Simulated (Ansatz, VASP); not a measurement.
# P: VASP beside Ansatz

```
P
1.0
     0.00000    1.85782    1.85782
     1.85782    0.00000    1.85782
     1.85782    1.85782    0.00000
P
1
Direct
  0.00000 0.00000 0.00000
```

Alike in both runs: functional PBE; k mesh 18 × 18 × 18; occupations fermi-dirac, width 0.05 eV; no spin polarisation.

Ansatz relaxed the structure, and its values are those at the end. VASP's run is a single point on that final structure, the one shown.

|  | VASP | Ansatz |
| --- | --- | --- |
| version | VASP 6.6.1 | Ansatz 0.2.0 |
| potentials or method | VASP PAW PBE potentials, release 64 (P) | PAW with Ansatz's default frozen-core files, scalar-relativistic |
| plane-wave cutoff (eV) | 520 | 420 |
| valence electrons in the cell | 5 | 5 |

```tsv
	VASP	Ansatz	Ansatz less VASP
pressure (GPa)	14.7	15.0	+0.30
```
